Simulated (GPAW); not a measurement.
PbSe (Clausthalite):

```xyz
2
Lattice="0.0000 3.0606 3.0606 3.0606 0.0000 3.0606 3.0606 3.0606 0.0000" Properties=species:S:1:pos:R:3 pbc="T T T"
Pb    0.0000    0.0000    0.0000
Se    3.0606    3.0606    3.0606
```

- Program: GPAW 26.7.0
- Task: relaxation of cell and atoms
- Functional: BLYP
- Potentials or basis: PAW data sets generated in the run's folder for this functional
- Cutoff: 600 eV
- Basis: pw
- k mesh: 8 × 8 × 8
- Occupations: fermi-dirac, width 0.05 eV
- Spin: no spin polarisation

At the start: pressure 5.7 GPa; volume 28.67 Å³/atom.

**Question.** Where does the relaxation end?

**Answer.** Over 4 steps the energy falls by 54.5 meV/atom and the volume is 31.99 Å³/atom (+11.6 %); space group Fm-3m (No. 225, to 0.05 Å).

Step by step:
```tsv
step	energy change (eV)	largest force (eV/Å)	pressure (GPa)	volume (Å³)
1	0.0000	0.0000	5.71	57.34
2	-0.0398	0.0000	4.36	58.61
3	-0.1080	0.0000	0.44	63.37
4	-0.1089	0.0000	0.04	63.99
```

Final structure:
```
Pb Se
1.0
     0.00000    3.17460    3.17460
     3.17460    0.00000    3.17460
     3.17460    3.17460    0.00000
Pb Se
1 1
Direct
  0.00000 0.00000 0.00000
  0.50000 0.50000 0.50000
```

The cell as given is a measured one (28.67 Å³/atom); BLYP puts the equilibrium volume +11.6 % from it, thermal expansion not counted.

Caveat: later steps reuse the first step's grids; the volume moved by +12 % from the deposited cell, more than functionals usually miss.
